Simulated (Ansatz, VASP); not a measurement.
## One calculation of MgO, two programs

The input POSCAR:

```
MgO
1.0
    2.3073279492      0.0000000000      0.0000000000
    0.0000000000      2.3073279492      0.0000000000
    0.0000000000      0.0000000000      2.3073279492
Mg O
1 1
Direct
    0.0000000000      0.0000000000      0.0000000000
    0.5000000000      0.5000000000      0.5000000000
```

INCAR.step1

```
SYSTEM = MgO
PREC = Accurate
ENCUT = 520
ISMEAR = 0
SIGMA = 0.05
LREAL = .False.
LASPH = .True.
NELM = 80
NBANDS = 11
GGA = PE
ALGO = Normal
EDIFF = 1E-4
LWAVE = .True.
LCHARG = .False.
```

File INCAR.step2:

```
SYSTEM = MgO
PREC = Accurate
ENCUT = 520
EDIFF = 1E-7
ISMEAR = 0
SIGMA = 0.05
LREAL = .False.
LASPH = .True.
NELM = 80
ALGO = Normal
ISIF = 2
LWAVE = .False.
LCHARG = .False.
METAGGA = R2SCAN
LMIXTAU = .True.
NBANDS = 11
ISTART = 1
```

File KPOINTS:

```
regular mesh
0
Gamma
  10 10 10
  0 0 0
```

Input for Ansatz:

```yaml
crystal:
  lattice:
    - [2.3073279492, 0.0, 0.0]
    - [0.0, 2.3073279492, 0.0]
    - [0.0, 0.0, 2.3073279492]
  atoms:
    - { symbol: Mg, position: [0.0, 0.0, 0.0] }
    - { symbol: O, position: [0.5, 0.5, 0.5] }
basis:
  ecutwfc: 500
  ecutrho_ratio: 4
kpoints:
  mp_grid: { grid: [10, 10, 10] }
hamiltonian:
  xc: r2scan
scf:
  occupations: { method: gaussian, width: 0.05 }
output:
  forces: true
  stress: true
  eigenvalues: true
```

Alike in both runs: task single point; functional r2SCAN; k mesh 10 × 10 × 10; occupations gaussian, width 0.05 eV; no spin polarisation.

|  | VASP | Ansatz |
| --- | --- | --- |
| version | VASP 6.6.1 | Ansatz 0.2.0 |
| potentials or method | VASP PAW PBE potentials, release 64 (Mg, O) | scalar-relativistic, plane waves, PAW |
| plane-wave cutoff (eV) | 520 | 500 |
| valence electrons in the cell | 8 | 16 |

Ansatz gave:

| Property | Result |
| --- | --- |
| gap on the k mesh at the Fermi level (eV) | 7.47 |
| least direct gap on the mesh (eV) | 7.47 |

Q: Which values does VASP return?

A: gap on the k mesh at the Fermi level (eV): 7.42; least direct gap on the mesh (eV): 7.42.

The two sets of potentials don't hold the same shells in valence.

Caveats: the PAW data sets were made with another functional, which shifts forces and pressure a little (VASP). r2SCAN opens gaps a little over a GGA but as a rule still falls short of measured ones. A k mesh can miss the band edges.
